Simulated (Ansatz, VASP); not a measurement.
PbS in VASP and in Ansatz

```
CELL_PARAMETERS angstrom
3.63513 0.00000 0.00000
0.00000 3.63513 0.00000
0.00000 0.00000 3.63513
ATOMIC_POSITIONS crystal
Pb 0.00000 0.00000 0.00000
S 0.50000 0.50000 0.50000
```

The cell was built by a generator and needn't be a form met in nature.

Alike in both runs: task single point; functional r2SCAN; k mesh 6 × 6 × 6; occupations fermi-dirac, width 0.02 eV; no spin polarisation.

```csv
,VASP,Ansatz
version,VASP 6.6.1,Ansatz 0.2.0
potentials or method,"VASP PAW PBE potentials, release 64 (Pb_d, S)","plane waves, PAW"
plane-wave cutoff (eV),520,500
valence electrons in the cell,20,20
```

|  | VASP | Ansatz | Ansatz less VASP |
| --- | --- | --- | --- |
| pressure (GPa) | 0.0 | 0.0 | 0.00 |

Caveats: the PAW data sets were made with another functional, which shifts forces and pressure a little (VASP). Spin-orbit coupling is left out, which matters for the levels of Pb.
